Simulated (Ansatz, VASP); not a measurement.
## Two plane-wave programs on AlN

The input INCAR:

```
SYSTEM = AlN
  PREC = Accurate
  ENCUT = 520
  EDIFF = 1E-6
  ISMEAR = 0
  SIGMA = 0.1
  LREAL = .FALSE.
  LASPH = .TRUE.
  NELM = 100
  ALGO = Normal
  ISIF = 2
  LWAVE = .FALSE.
  LCHARG = .FALSE.
  GGA = PE
  IVDW = 12
  NBANDS = 11
```

The input KPOINTS:

```
Automatic mesh
0
G
  8 8 8
  0 0 0
```

File POSCAR:

```
AlN
1.0
    0.0000000000      2.0345180000      2.0345180000
    2.0345180000      0.0000000000      2.0345180000
    2.0345180000      2.0345180000      0.0000000000
Al N
1 1
Direct
    0.5000000000      0.5000000000      0.5000000000
    0.0000000000      0.0000000000      0.0000000000
```

Input for Ansatz:

```yaml
crystal:
  lattice:
    - [0.0, 2.034518, 2.034518]
    - [2.034518, 0.0, 2.034518]
    - [2.034518, 2.034518, 0.0]
  atoms:
    - { symbol: Al, position: [0.5, 0.5, 0.5] }
    - { symbol: "N", position: [0.0, 0.0, 0.0] }
basis:
  ecutwfc: 420
kpoints:
  mp_grid: { grid: [8, 8, 8] }
hamiltonian:
  xc: pbe
  dispersion: d3bj
scf:
  occupations: { method: gaussian, width: 0.1 }
output:
  forces: true
  stress: true
  eigenvalues: true
```

Measurements of this composition are mostly on another form, of space group No. 186.

Alike in both runs: task single point; functional PBE; dispersion D3(BJ); k mesh 8 × 8 × 8; occupations gaussian, width 0.1 eV; no spin polarisation.

|  | VASP | Ansatz |
| --- | --- | --- |
| version | VASP 6.6.1 | Ansatz 0.2.0 |
| potentials or method | VASP PAW PBE potentials, release 64 (Al, N) | scalar-relativistic, plane waves, PAW |
| plane-wave cutoff (eV) | 520 | 420 |
| valence electrons in the cell | 8 | 8 |

|  | VASP | Ansatz | Ansatz less VASP |
| --- | --- | --- | --- |
| gap on the k mesh at the Fermi level (eV) | 4.42 | 4.45 | +0.022 |
| least direct gap on the mesh (eV) | 5.41 | 5.40 | -0.010 |
| pressure (GPa) | -6.6 | -6.3 | +0.27 |

With one functional, cell and mesh, what is left measures potentials, basis and numerics.

A k mesh can miss the band edges.
